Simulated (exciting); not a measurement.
Ce under changes of volume

One of the cells (29.942 Å³/atom); the others are scaled copies at fixed shape and fractional positions:

```xyz
1
Lattice="-1.9562 1.9562 1.9562 1.9562 -1.9562 1.9562 1.9562 1.9562 -1.9562" Properties=species:S:1:pos:R:3 pbc="T T T"
Ce    0.0000    0.0000    0.0000
```

This isn't the form of Ce at room conditions, which is fcc.

| Item | Value |
| --- | --- |
| Program | exciting (release sodium) |
| Functional | PBEsol |
| Potentials or basis | all-electron LAPW+lo, shipped species files, valence relativity iora* |
| rgkmax | 9.5 |
| k mesh | 10 × 10 × 10 |
| Occupations | fermi-dirac, width 0.05 eV |
| Spin | collinear spin, ferromagnetic start |

```tsv
volume (Å³/atom)	energy over the lowest point (meV/atom)	moment (μB per cell)
28.768	0.00	0.38
29.355	18.57	0.76
29.942	?	?
30.529	52.50	1.20
31.116	68.20	1.32
```

What does the run at 29.942 Å³/atom give?

Energy over the lowest point 36.39 meV/atom; moment 1.02 μB per cell.

Worked out: A Birch-Murnaghan fit of order 2 (a polynomial in V^(-2/3)) to the other rows has no minimum within the range. It gives 36.01 meV/atom at 29.942 Å³/atom, against the run's 36.39. A parabola through the other rows of the moment, of slope 0.395 μB per Å³/atom there, gives 1.02 μB, against the run's 1.02.

Energies are extrapolated to zero smearing.

Caveats: the magnetic or orbital state may not be the lowest; the free energy is that total less TS from the occupations.
